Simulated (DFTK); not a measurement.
# TiO2 in DFTK: convergence with tol

Crystal: TiO2.

```
Ti O
1.0
     4.59984    0.00000    0.00000
     0.00000    4.59984    0.00000
     0.00000    0.00000    2.95921
Ti O
2 4
Direct
  0.00000 0.00000 0.50000
  0.50000 0.50000 0.00000
  0.30432 0.30432 0.50000
  0.19568 0.80432 0.00000
  0.80432 0.19568 0.00000
  0.69568 0.69568 0.50000
```

The cell is a database's computed one.

| Item | Value |
| --- | --- |
| Program | DFTK 0.8.2 |
| Task | convergence study |
| Functional | PBEsol |
| Potentials or basis | PseudoDojo 0.4 stringent (PBEsol) |
| Cutoff | 1252 eV |
| k mesh | 3 × 3 × 4 |
| Occupations | fermi-dirac, width 0.02 eV |
| Spin | no spin polarisation |

These are the settings of the first run; the series varies tol, with any setting tied to it.

Hardware: 1 thread of Intel(R) Xeon(R) 6975P-C (Granite Rapids) (shared host).

| tol | energy less the tightest run, at zero smearing (meV/atom) | pressure (GPa) | largest force (eV/Å) | gap on the mesh (eV) | SCF cycles |
| --- | --- | --- | --- | --- | --- |
| 0.1 | 30.85 | 2.68 | 0.566 | 1.567 | 7 |
| 0.01 | 0.33 | -0.59 | 0.142 | 1.809 | 8 |
| 0.001 | 0.00 | -3.03 | 0.075 | 1.842 | 11 |
| 0.0001 | 0.00 | -3.09 | 0.076 | 1.840 | 15 |
| 1e-05 | 0.00 | -3.09 | 0.076 | 1.841 | 16 |
| 1e-06 | 0.00 | -3.08 | 0.076 | 1.841 | 20 |
| 1e-08 | 0.00 | -3.08 | 0.076 | 1.841 | 27 |

Against the tightest run, the energy stays within 1 meV/atom from 0.01 on; the pressure stays within 0.1 GPa from 0.001 on; the largest force stays within 0.005 eV/Å from 0.001 on; the gap on the mesh stays within 0.01 eV from 0.001 on. The tightest run that finished is the yardstick and may itself not be fully converged.

Caveat, for the tightest run too: the k mesh is coarse (spacing up to 0.53 Å⁻¹), so the values aren't converged; an odd mesh through Γ misses points on the zone boundary, where band edges often lie.
